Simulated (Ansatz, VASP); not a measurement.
# ZnS in VASP and in Ansatz

```
CELL_PARAMETERS angstrom
1.05755 3.32373 3.32373
3.32373 1.05755 3.32373
3.32373 3.32373 1.05755
ATOMIC_POSITIONS crystal
Zn 0.00000 0.00000 0.00000
S 0.75000 0.75000 0.75000
```

Alike in both runs: task single point; functional r2SCAN; k mesh 8 × 8 × 8; occupations gaussian, width 0.05 eV; no spin polarisation.

|  | VASP | Ansatz |
| --- | --- | --- |
| version | VASP 6.6.1 | Ansatz 0.2.0 |
| potentials or method | VASP PAW PBE potentials, release 64 (Zn, S) | scalar-relativistic, plane waves, PAW |
| plane-wave cutoff (eV) | 520 | 500 |
| valence electrons in the cell | 18 | 18 |

```tsv
	VASP	Ansatz	Ansatz less VASP
gap on the k mesh at the Fermi level (eV)	none	none	-
pressure (GPa)	18.8	18.8	-0.07
largest component of the traceless stress (GPa)	12.24	12.24	-0.003
rms of the force components (eV/Å)	0.428	0.408	-0.0200
```

Atom by atom the forces differ by 0.020 eV/Å (rms over components). A gap of «none» marks a metal or a gap that the smearing closes. With one functional, cell and mesh, what is left measures potentials, basis and numerics.

Caveats: so large a pressure means that the cell lies far from this level's equilibrium, or that cutoff or potentials fall short (VASP); the potentials were made for another functional, which shifts forces and pressure (VASP).
